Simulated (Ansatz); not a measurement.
H2 on a (100) slab of Cu (Fm-3m (No. 225)), 4 planes, outer planes Cu (top) and Cu (bottom), 1 a cell of 25.4 Å², relaxed and still whole (its atoms last):

```
Cu H
1.0
     5.03937    0.00000    0.00000
     0.00000    5.03937    0.00000
     0.00000    0.00000   23.34506
Cu H
16 2
Direct
  0.25000 0.25000 0.34268
  0.25000 0.75000 0.34268
  0.75000 0.25000 0.34268
  0.75000 0.75000 0.34268
  0.50000 0.50000 0.41900
  0.50000 0.00000 0.41900
  0.00000 0.50000 0.41900
  0.00000 0.00000 0.41900
  0.75184 0.75179 0.49696
  0.75200 0.24809 0.49719
  0.24800 0.75193 0.49718
  0.24816 0.24824 0.49697
  0.00002 0.99999 0.57682
  0.99999 0.50000 0.57188
  0.50002 0.00005 0.57160
  0.50000 0.50003 0.57175
  0.96122 0.06814 0.65465
  0.03886 0.93129 0.65462
```

Level of theory: DFT PBE+D3(BJ), scalar-relativistic, plane waves, PAW in Ansatz. Settings: cutoff 420 eV, Γ-centred mesh 4×4×1 on the computed 18-atom cell, Gaussian smearing of 0.10 eV; no spin polarisation. The cell repeats along c with a dipole correction in the vacuum.

It binds with 0.13 eV a molecule against the clean slab and the free molecule (no zero-point or thermal terms); its shortest contact is H–Cu 1.86 Å. Take first-order desorption with no barrier to adsorption, no reaction on the face and an assumed prefactor of 10^13 s⁻¹.

Problem. How long does a molecule stay at 473 K?

Solution. τ = ν⁻¹·exp(E/k_BT) with k_BT = 0.0408 eV: E/k_BT = 3.2, so τ ≈ 2×10^-12 s. At about one hit a site a second (10⁻⁶ mbar) the coverage is near τ × 1 s⁻¹, so a layer needs more than atmospheric pressure.

Problem. Where does its peak lie in a desorption experiment heated at 2 K/s?

Solution. The peak obeys E/(k_B·T_p²) = (ν/β)·exp(−E/k_BT_p). Solving gives T_p ≈ 51 K (E/k_BT_p = 29.8). An error of 0.1 eV in E moves it by about 39 K, and larger molecules have larger prefactors, which lowers it.

Problem. Is this physisorption or chemisorption?

Solution. The tightest contact, H–Cu 1.86 Å, is 1.14 times the sum of covalent radii, and deformation and lateral interaction add up to +0.05 eV. This is chemisorption.